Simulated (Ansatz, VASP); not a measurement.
## Two plane-wave programs on CaF2

```xyz
3
Lattice="0.0000 2.6206 2.6206 2.6206 0.0000 2.6206 2.6206 2.6206 0.0000" Properties=species:S:1:pos:R:3 pbc="T T T"
Ca    0.0000    0.0000    0.0000
F     1.3103    1.3103    1.3103
F     3.9308    3.9308    3.9308
```

Alike in both runs: task relaxation of cell and atoms; functional PBE; k mesh 12 × 12 × 12; occupations fermi-dirac, width 0.03 eV; no spin polarisation.

|  | VASP | Ansatz |
| --- | --- | --- |
| version | VASP 6.6.1 | Ansatz 0.2.0 |
| potentials or method | VASP PAW PBE potentials, release 64 (Ca_sv, F) | PAW with Ansatz's default frozen-core files, scalar-relativistic |
| plane-wave cutoff (eV) | 600 | 420 |
| valence electrons in the cell | 24 | 24 |

VASP gave:

* relaxed volume (Å³/atom): 14.00
* relaxed cell length with the largest relative difference (Å): 3.902
* energy change over the relaxation (meV/atom): -91

Problem. Estimate Ansatz's values.

Solution. Relaxed volume (Å³/atom): 13.95; relaxed cell length with the largest relative difference (Å): 3.897; energy change over the relaxation (meV/atom): -87.

Caveats: the volume moved by over 15 % at a fixed basis, so the end points are rough. A k mesh can miss the band edges.
